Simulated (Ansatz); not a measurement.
Level of theory: DFT PBE, scalar-relativistic, plane waves, PAW (Ansatz 0.2.0). Settings: cutoff 420 eV, Γ-centred meshes spaced at most about 0.3 Å⁻¹ (2π included), Gaussian smearing. No spin polarisation in the final relaxations.

Temperature and zero-point effects are left out.

Compare these two cells of NaH, each relaxed at this level.

1.

Space group P6_3/mmc (No. 194). a = 3.973 Å, b = 3.973 Å, c = 4.878 Å, α = 90.00°, β = 90.00°, γ = 120.00°
```json
{"atom": "Na", "site": "2c", "symmetry": "-6m2", "x": "0.3333", "y": "0.6667", "z": "0.2500"}
{"atom": "H", "site": "2d", "symmetry": "-6m2", "x": "0.3333", "y": "0.6667", "z": "0.7500"}
```

2.

Space group R3m:H (No. 160). a = 3.526 Å, b = 3.526 Å, c = 18.317 Å, α = 90.00°, β = 90.00°, γ = 120.00°
| atom | site | symmetry | x | y | z |
| --- | --- | --- | --- | --- | --- |
| Na | 3a | 3m | 0.0000 | 0.0000 | 0.2420 |
| Na | 3a | 3m | 0.3333 | 0.6667 | 0.0730 |
| H | 3a | 3m | 0.0000 | 0.0000 | 0.0138 |
| H | 3a | 3m | 0.3333 | 0.6667 | 0.1902 |

Question: Which form is favoured at zero pressure, and by what margin per atom?

Answer: Cell 1 is lower, by 49 meV/atom. Cell 1 has space group P6_3/mmc (No. 194), 16.7 Å³/atom and a gap of 3.34 eV on its mesh; cell 2 has space group R3m (No. 160), 16.4 Å³/atom and a gap of 3.26 eV. Counting H atoms around Na (those within 1.25 times the shortest such distance or 1.15 times the sum of covalent radii; a plus sign parts nearer from farther groups; a slash parts the counts of unlike sites), cell 1 has Na 5 and cell 2 has Na 4/3+3. Both come from invented guesses. The part of the Crystallography Open Database at hand lists NaH in space group No. 225, which no cell shown has.

Kohn–Sham gaps at this level usually fall short of measured ones. With hydrogen, zero-point motion can shift such differences by 10 meV/atom or more. Cells relaxed within their symmetry can be saddle points. The P6_3/mmc cell of NaH came from shaking the R3m one.
